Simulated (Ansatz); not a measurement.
A plane-wave DFT run in Ansatz 0.2.0 (scalar-relativistic PAW potentials unless the input names others): input and command.

```yaml
crystal:
  lattice:
    - [5.340926988, 0.0, 0.0]
    - [0.0, 5.340926988, 0.0]
    - [0.0, 0.0, 3.2610337122]
  atoms:
    - { symbol: Zr, position: [0.295733042, 0.295733042, 0.0] }
    - { symbol: Zr, position: [0.704266958, 0.704266958, 0.0] }
    - { symbol: Zr, position: [0.795733042, 0.204266958, 0.5] }
    - { symbol: Zr, position: [0.204266958, 0.795733042, 0.5] }
    - { symbol: "N", position: [0.0, 0.0, 0.0] }
    - { symbol: "N", position: [0.5, 0.5, 0.5] }
basis:
  ecutwfc: "550 eV"
kpoints:
  mp_grid: { grid: [8, 8, 10] }
hamiltonian:
  xc: r2scan
scf:
  occupations: { method: gaussian, width: 0.05 }
output:
  forces: true
  eigenvalues: true
  stress: true
```

```bash
ansatz run input.yaml --threads 1 --pin off --max-ram 2560MiB --backend cpu --events-out ev --progress --plain --runs-dir out
```

Abridged log:
```
Basis set: ecut = 550 eV, 2737 PW (Γ), exchange–correlation on 180×180×100 points (64 copies of the dense FFT grid, shifted against one another)
Bands: 35, of which v1, the nominal top of the filled ones, is band 29 counted from 1 (28 counted from 0)
Symmetry: 16 space group operations
k-points: 90 of 640
SCF iter   1: F=—  HF=-17557.769175 eV  |F-HF|=—  |Δ(HF+E_count)|=         —  Δρ=1.56e-2  dr2=2.81e-1  dr2_τ=3.00e-1  ethr=1.77e-3  ⟨swp⟩=5.5  Hψ=13010  notcnv=0  defer=9
SCF iter   2: F=—  HF=-17557.970126 eV  |F-HF|=—  |Δ(HF+E_count)|=   2.01e-1  Δρ=8.09e-3  dr2=5.75e-2  dr2_τ=4.45e-3  ethr=4.85e-4  ⟨swp⟩=2.1  Hψ=5464  notcnv=0  defer=123
SCF iter   3: F=—  HF=-17557.969963 eV  |F-HF|=—  |Δ(HF+E_count)|=   1.62e-4  Δρ=2.79e-3  dr2=5.43e-3  dr2_τ=3.79e-4  ethr=9.92e-5  ⟨swp⟩=2.2  Hψ=4676  notcnv=0  defer=123
SCF iter   4: F=—  HF=-17557.971118 eV  |F-HF|=—  |Δ(HF+E_count)|=   1.15e-3  Δρ=8.98e-4  dr2=8.59e-4  dr2_τ=5.58e-5  ethr=9.36e-6  ⟨swp⟩=2.1  Hψ=4314  notcnv=0  defer=123
SCF iter   5: F=—  HF=-17557.971183 eV  |F-HF|=—  |Δ(HF+E_count)|=   6.53e-5  Δρ=3.73e-4  dr2=1.88e-4  dr2_τ=1.18e-5  ethr=1.48e-6  ⟨swp⟩=2.0  Hψ=4199  notcnv=0  defer=123
SCF iter   6: F=—  HF=-17557.971146 eV  |F-HF|=—  |Δ(HF+E_count)|=   3.69e-5  Δρ=7.32e-5  dr2=8.98e-6  dr2_τ=4.07e-8  ethr=3.24e-7  ⟨swp⟩=2.0  Hψ=3885  notcnv=0  defer=123
SCF iter   7: F=—  HF=-17557.971143 eV  |F-HF|=—  |Δ(HF+E_count)|=   2.69e-6  Δρ=1.79e-5  dr2=4.32e-7  dr2_τ=1.00e-8  ethr=1.55e-8  ⟨swp⟩=2.0  Hψ=4528  notcnv=0  defer=123
SCF iter   8: F=-17557.971143 eV  HF=-17557.971143 eV  |F-HF|=1.38e-10  |Δ(HF+E_count)|=   4.10e-8  Δρ=1.42e-6  dr2=1.83e-9  dr2_τ=2.26e-10  ethr=1.72e-10  ⟨swp⟩=10.0  Hψ=12391  notcnv=0
SCF 1 converged in 8 iterations: F = -17557.971143 eV  dr2 = 1.83e-9
SCF converged after 8 iterations
Free energy (F): -17557.971143 eV
Harris-Foulkes:  -17557.971143 eV  (|F-HF|=1.38e-10)
Internal energy: -17557.968694 eV  (E = F + TS)
E sigma→0 (E₀):  -17557.969919 eV
Entropy (-TS):   -0.002450 eV (-0.408 meV/atom)
Fermi energy:    15.688267 eV
--- Forces (eV/Å), atoms counted from 1 ---
  atom   1  Zr     0.00400511     0.00400511     0.00000000
  atom   2  Zr    -0.00400511    -0.00400511     0.00000000
  atom   3  Zr     0.00400511    -0.00400511     0.00000000
  atom   4  Zr    -0.00400511     0.00400511     0.00000000
  atom   5  N      0.00000000     0.00000000     0.00000000
  atom   6  N      0.00000000     0.00000000     0.00000000
--- Stress (GPa, compression-positive) ---
        8.021214       0.000000       0.000000
        0.000000       8.021214       0.000000
        0.000000       0.000000       7.967824
  P = ⅓ Tr σ = 8.0034 GPa (80.034 kbar)
```

Apart from outputs, empty bands and the relaxation, which only the reference makes, the input differs from a reference run on usual settings in scf.occupations.width: 0.1 → 0.05; basis.ecutwfc: 500 → "550 eV". The reference, at the same geometry, ended its own course with pressure 8.02 GPa, largest force 0.002 eV/Å, no gap on the mesh. This run converged in 8 SCF iterations with an energy at zero smearing 1.38 meV/atom below the reference's, pressure 8.00 GPa, largest force 0.006 eV/Å, no gap on the mesh.

The run took 96 s on 1 thread of Intel(R) Xeon(R) Processor @ 2.50GHz (Skylake/Cascade Lake) (shared host), peak memory 0.79 GiB.